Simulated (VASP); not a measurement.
Here is a VASP 6.6.1 calculation.

Contents of INCAR:

```
  ALGO = Normal
  EDIFF = 1E-6
  EDIFFG = -0.01
  ENCUT = 600
  GGA = PE
  IBRION = 2
  ISIF = 3
  ISMEAR = -1
  ISPIN = 2
  LASPH = True
  LCHARG = False
  LMAXMIX = 4
  LORBIT = 11
  LREAL = False
  LWAVE = False
  MAGMOM = 4 0
  NELM = 150
  NSW = 60
  PREC = Accurate
  PSTRESS = 20
  SIGMA = 0.05
```

The input KPOINTS:

```
k-points
0
Gamma
  7 7 7
```

File POSCAR:

```
MnO
1.0
    2.9712935166     -1.7169813801      0.0000000000
    2.9712935166      1.7169813801      0.0000000000
   -1.9846287531      0.0000000000      2.8103092467
Mn O
1 1
Direct
    0.5001990000      0.5001990000      0.5006650000
    0.7498025000      0.7498025000      0.2493360000
```

Potentials or basis: VASP PAW PBE potentials, release 64 (Mn_pv, O).

Launch:

```bash
$ cat potpaw_PBE.64/Mn_pv/POTCAR potpaw_PBE.64/O/POTCAR > POTCAR
$ mpirun -np 1 vasp_std > vasp.out
```

(1) What does it give for the space group after relaxing (to 0.05 Å)?

(2) Predict the net moment.

## Answers

(1) F-43m (No. 216).

(2) 4.99 μB per cell.

Caveat: a cell with one magnetic atom can't hold antiferromagnetic order, which such compounds often take.
